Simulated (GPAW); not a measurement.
## AlNi3: relaxation of cell and atoms with PBEsol+D4

Crystal: AlNi3.

```
Ni Al
1.0
     0.00000    2.80189    2.80189
     2.80189    0.00000    2.80189
     2.80189    2.80189    0.00000
Ni Al
3 1
Direct
  0.75000 0.75000 0.75000
  0.00000 0.00000 0.00000
  0.25000 0.25000 0.25000
  0.50000 0.50000 0.50000
```

The cell comes from a database or a generator and needn't be the stable form of this composition.

* Program: GPAW 26.7.0
* Task: relaxation of cell and atoms
* Functional: PBEsol
* Dispersion: D4
* Potentials or basis: PAW data sets generated in the run's folder for this functional
* Cutoff: 600 eV
* Basis: pw
* k mesh: 6 × 6 × 6
* Occupations: fermi-dirac, width 0.05 eV
* Spin: collinear spin, ferromagnetic start
* Starting moments: [1.0, 1.0, 1.0, 0.0] μB
* Maxiter: 150
* Optimizer: BFGS
* Fmax: 0.02 eV/Å
* Max steps: 60
* Convergence: density=1e-05 forces=0.0001

| Property | Result |
| --- | --- |
| Relaxed volume | 10.89 Å³/atom |
| Relaxed cell | a = 3.949 Å, b = 3.949 Å, c = 3.949 Å, α = 60.00°, β = 60.00°, γ = 60.00° |
| Space group after relaxing (to 0.05 Å) | Fm-3m (No. 225) |
| Energy gained by relaxing | 0.7 meV/atom |
| Ionic steps | 3 |
| Pressure after relaxing | 0.0 GPa |
| Band gap on the k mesh | none (metal or under the smearing width) |
| Net moment | 0.00 μB per cell |
| Dispersion energy per atom | -0.269 eV |

The path:
```
step  energy change (eV)  largest force (eV/Å)  pressure (GPa)  volume (Å³)
   1              0.0000                0.0000           -2.09        43.99
   2             -0.0008                0.0000           -1.78        43.93
   3             -0.0029                0.0000            0.02        43.55
```

Final structure:
```yaml
crystal:
  lattice:
    - [0.00000, 2.79243, 2.79243]
    - [2.79243, 0.00000, 2.79243]
    - [2.79243, 2.79243, 0.00000]
  atoms:
    - { symbol: Ni, position: [0.75000, 0.75000, 0.75000] }
    - { symbol: Ni, position: [0.00000, 0.00000, 0.00000] }
    - { symbol: Ni, position: [0.25000, 0.25000, 0.25000] }
    - { symbol: Al, position: [0.50000, 0.50000, 0.50000] }
```

Levels at points of the mesh, in eV from the Fermi level:
Spin up:
```
           k point  band 21  band 22  band 23  band 24  band 25  band 26  band 27  band 28  band 29  band 30
(0.00, 0.00, 0.00)    -0.89    -0.52    -0.52    -0.49    -0.49     5.50     5.50     5.50     6.05     6.05
(0.50, 0.00, 0.00)    -1.75    -0.62    -0.62    -0.44    -0.44    -0.09     4.36     4.36     4.94     4.94
(0.50, 0.50, 0.00)    -1.28    -1.03    -0.73    -0.56    -0.33    -0.31    -0.31     0.01     4.37     4.87
(0.50, 0.50, 0.50)    -1.75    -0.62    -0.62    -0.44    -0.44    -0.09     4.36     4.36     4.94     4.94
```
Spin down:
```
           k point  band 22  band 23  band 24  band 25  band 26  band 27  band 28  band 29
(0.00, 0.00, 0.00)    -0.52    -0.52    -0.49    -0.49     5.50     5.50     5.50     6.05
(0.50, 0.00, 0.00)    -0.62    -0.62    -0.44    -0.44    -0.09     4.36     4.36     4.94
(0.50, 0.50, 0.00)    -1.03    -0.73    -0.56    -0.33    -0.31    -0.31     0.01     4.37
(0.50, 0.50, 0.50)    -0.62    -0.62    -0.44    -0.44    -0.09     4.36     4.36     4.94
```

It took 5.9 min on 1 thread of Arm Neoverse V1, on a shared host, peak memory 0.33 GiB.

Caveat: each step starts from the last one's moments, so a moment once lost doesn't come back; the stock nickel data set gives pressures a few GPa off other programs; later steps reuse the first step's grids; pairwise dispersion overbinds metals, which lowers pressure and volume.
